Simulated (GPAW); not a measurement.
The system is BaTiO3.

```
Ba Ti O
1.0
     3.99980    0.00000    0.00000
     0.00000    3.99980    0.00000
     0.00000    0.00000    4.01800
Ba Ti O
1 1 3
Direct
  0.00000 0.00000 0.00000
  0.50000 0.50000 0.49000
  0.00000 0.50000 0.51700
  0.50000 0.00000 0.51700
  0.50000 0.50000 0.01900
```

- Program: GPAW 26.7.0
- Task: relaxation of cell and atoms
- Functional: RPBE
- Dispersion: D4
- Potentials or basis: the program's PAW data sets (release 1.2.1) made for this functional
- Cutoff: 800 eV
- Basis: pw
- k mesh: 4 × 4 × 4
- Occupations: fermi-dirac, width 0.05 eV
- Spin: no spin polarisation

At the start: pressure 2.3 GPa; volume 12.86 Å³/atom.

Problem. How do energy, volume and symmetry change on relaxing?

Solution. Over 16 steps the energy falls by 8.1 meV/atom and the volume is 13.33 Å³/atom (+3.7 %); space group P4mm (No. 99, to 0.05 Å).

The path:
| step | energy change (eV) | largest force (eV/Å) | pressure (GPa) | volume (Å³) |
| --- | --- | --- | --- | --- |
| 1 | 0.0000 | 0.2854 | 2.34 | 64.28 |
| 2 | -0.0034 | 0.2483 | 2.16 | 64.38 |
| 3 | -0.0194 | 0.1742 | 0.80 | 65.44 |
| 4 | -0.0209 | 0.1064 | 0.66 | 65.46 |
| 5 | -0.0262 | 0.1005 | -0.35 | 65.85 |
| 6 | -0.0283 | 0.1456 | -0.88 | 66.16 |
| 7 | -0.0306 | 0.1416 | -1.26 | 66.48 |
| 8 | -0.0336 | 0.0930 | -1.36 | 66.77 |
| 9 | -0.0366 | 0.1225 | -1.05 | 66.90 |
| 10 | -0.0390 | 0.1209 | -0.39 | 66.74 |
| 11 | -0.0396 | 0.0581 | 0.04 | 66.54 |
| 12 | -0.0397 | 0.0461 | 0.13 | 66.48 |
| 13 | -0.0400 | 0.0419 | 0.13 | 66.48 |
| 14 | -0.0402 | 0.0329 | 0.04 | 66.54 |
| 15 | -0.0404 | 0.0249 | -0.05 | 66.61 |
| 16 | -0.0405 | 0.0165 | -0.08 | 66.64 |

Final structure:
```cif
data_structure
_symmetry_space_group_name_H-M 'P 1'
_symmetry_Int_Tables_number 1
_cell_length_a 3.9878
_cell_length_b 3.9878
_cell_length_c 4.1908
_cell_angle_alpha 90.000
_cell_angle_beta 90.000
_cell_angle_gamma 90.000
_cell_volume 66.64
loop_
_atom_site_label
_atom_site_type_symbol
_atom_site_fract_x
_atom_site_fract_y
_atom_site_fract_z
_atom_site_occupancy
Ba1 Ba 0.00000 0.00000 0.99036 1
Ti1 Ti 0.50000 0.50000 0.47365 1
O1 O 0.00000 0.50000 0.52016 1
O2 O 0.50000 0.00000 0.52016 1
O3 O 0.50000 0.50000 0.03901 1
```

Caveat: the k mesh is coarse; later steps reuse the first step's grids.
